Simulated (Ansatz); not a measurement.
# What internal relaxation does to the elastic constants of GaO

The calculation used DFT PBE, scalar-relativistic, plane waves, PAW in Ansatz. Settings: 420 eV plane-wave cutoff, Γ-centred 12×12×2 mesh, fixed occupations. No spin polarisation.

Equilibrium structure at this level:
```
Ga O
1.0
     3.10081    0.00000    0.00000
    -1.55041    2.68538    0.00000
     0.00000    0.00000   14.66291
Ga O
4 4
Direct
  0.33333 0.66667 0.41459
  0.33333 0.66667 0.58541
  0.00000 0.00000 0.08542
  0.00000 0.00000 0.91458
  0.66667 0.33333 0.13530
  0.66667 0.33333 0.86470
  0.00000 0.00000 0.36468
  0.00000 0.00000 0.63532
```

The cell was built by swapping an element in a database structure (itself possibly hypothetical) and relaxing; it need not be the stable form of this composition. The crystal is built of layers and no dispersion correction was added, so the binding between them is poorly described, and with it their spacing and whatever depends on it.

Clamped-ion constants (GPa, Voigt order; atoms follow the strain homogeneously):
C11 = 248.5, C12 = 88.4, C13 = 37.9, C22 = 248.5, C23 = 37.9, C33 = 141.1, C44 = 53.3, C55 = 53.3, C66 = 80.0 GPa; the others vanish.

Question: What are the constants once the atoms relax in each strained cell?

Answer:
```
189.8  68.2   2.8   0.0   0.0   0.0
 68.2 189.8   2.8   0.0   0.0   0.0
  2.8   2.8   4.7   0.0   0.0   0.0
  0.0   0.0   0.0   2.5   0.0   0.0
  0.0   0.0   0.0   0.0   2.5   0.0
  0.0   0.0   0.0   0.0   0.0  60.8
```
The Voigt shear modulus goes from 68.9 to 33.9 GPa and the Voigt bulk modulus from 107.4 to 59.1 GPa. Relaxation subtracts ΛᵀK⁻¹Λ/V, with Λ the forces that a strain puts on the atoms and K the zone-centre force constants. At a stable cell this can only lower the diagonal constants, and it acts only for strains that share their symmetry with an optical mode; elsewhere, and where the coupling is weak, the constants hardly move.

Cost: 2 runs of about 55 core-minutes in all, on Intel Xeon Platinum 8259CL (Skylake/Cascade Lake), Arm Neoverse V2 (shared hosts).